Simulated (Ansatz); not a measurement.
The geometry is COD entry 9008482, unchecked; take it as a test cell.

An input for Rh: DFT, PBE, all-electron LAPW, non-relativistic (Ansatz 0.2.0).

Command: `ansatz run input.yaml --threads 1 --pin off --max-ram 2048MiB --backend cpu --events-out ev --progress --plain --runs-dir out` The run took about 14 s on 1 thread of a shared machine.

```yaml
crystal:
  lattice:
    - [0.0, 1.90155, 1.90155]
    - [1.90155, 0.0, 1.90155]
    - [1.90155, 1.90155, 0.0]
  atoms:
    - { symbol: Rh, position: [0.0, 0.0, 0.0] }
kpoints:
  mp_grid: { grid: [16, 16, 16] }
  band_path:
    path:
      - [0.0, 0.0, 0.0]
      - [0.5, 0.0, 0.5]
      - [0.625, 0.25, 0.625]
      - [0.375, 0.375, 0.75]
      - [0.0, 0.0, 0.0]
      - [0.5, 0.5, 0.5]
      - [0.5, 0.25, 0.75]
      - [0.5, 0.0, 0.5]
    npoints: 5
scf:
  occupations: { method: fermi_dirac, width: 0.08 }
hamiltonian:
  xc: pbe
  pseudopotentials:
    kind: all_electron
    lapw: { basis_error: 0.001 }
    relativity: none
output:
  forces: true
  stress: true
  eigenvalues: true
```

The results part of the log:

```
SCF 1 converged in 6 iterations: F = -127563.003395 eV  dr2 = 4.15e-10
NSCF: frozen V_eff on 36 k-points
SCF converged after 6 iterations
Free energy (F): -127563.003395 eV
Harris-Foulkes:  -127563.003395 eV  (|F-HF|=9.90e-10)
Internal energy: -127562.972369 eV  (E = F + TS)
E sigma→0 (E₀):  -127562.987882 eV
Entropy (-TS):   -0.031026 eV (-31.026 meV/atom)
Fermi energy:    24.471317 eV
--- Per-component energies (eV) ---
  E_band       = -2788.644659
  E_kinetic    = 127509.232649
  E_xc         = -3697.010446
  E_electrostatic = -251375.194572  (all electrons and nuclei)
  E_smearing   = -0.031026  (= −TS)
  E_closure    = 0.000000  (closes the sum)
  E_atoms      = -127556.247965  (free atoms, spherical and without spin; not in F)
  Σ components = -127563.003395   (vs F -127563.003395, Δ=0.00e0)
  Basis errors (estimates in eV, not in F): energy 2.0e-4 per atom: plane waves 1.6e-4 (1.2e-4 summed), levels above the bands 6.9e-109, relativity 0.0e0, radial functions 3.3e-5, core shells 4.1e-7; eigenvalues (radial functions only) 1.2e-5; not estimated: angular momenta, meshes, grids; target (lapw.basis_error) 1.0e-3; muffin-tin radii Rh 1.345 Å
--- Forces (eV/Å), atoms counted from 1 ---
  atom   1  Rh     0.00000000    -0.00000000     0.00000000
  max |Σ_I F_I| component: 5.34e-32 eV/Å
--- Stress (GPa, compression-positive) ---
       15.995849       0.000000      -0.000000
        0.000000      15.995849       0.000000
       -0.000000       0.000000      15.995849
  P = ⅓ Tr σ = 15.9958 GPa (159.958 kbar)
--- Band table (eV; the first three rows and the last of 145) ---
  k-point 0: bands = ["-276.3389", "-276.3389", "-276.3389", "-276.3144", "-276.3144", "-48.3569", "-20.0151", "-20.0151", "-20.0151", "17.5879", "21.4272", "21.4272", "21.4272", "23.4754", "23.4754", "40.4612", "45.8637", "45.8637"]
  k-point 1: bands = ["-276.3389", "-276.3389", "-276.3389", "-276.3144", "-276.3144", "-48.3510", "-20.0472", "-20.0194", "-20.0194", "17.7397", "21.3612", "21.4880", "21.4880", "23.4420", "23.4420", "40.6821", "45.0747", "46.0891"]
  k-point 2: bands = ["-276.3389", "-276.3389", "-276.3389", "-276.3144", "-276.3144", "-48.3339", "-20.1379", "-20.0317", "-20.0317", "18.1608", "21.2149", "21.6400", "21.6400", "23.3790", "23.3790", "41.2517", "43.4804", "46.7396"]
  k-point 144: bands = ["-276.3389", "-276.3389", "-276.3389", "-276.3144", "-276.3144", "-48.1457", "-20.5511", "-20.5511", "-20.3224", "19.5617", "20.7878", "20.7878", "23.3207", "25.4212", "34.5315", "34.5315", "36.9453", "37.2875"]
```
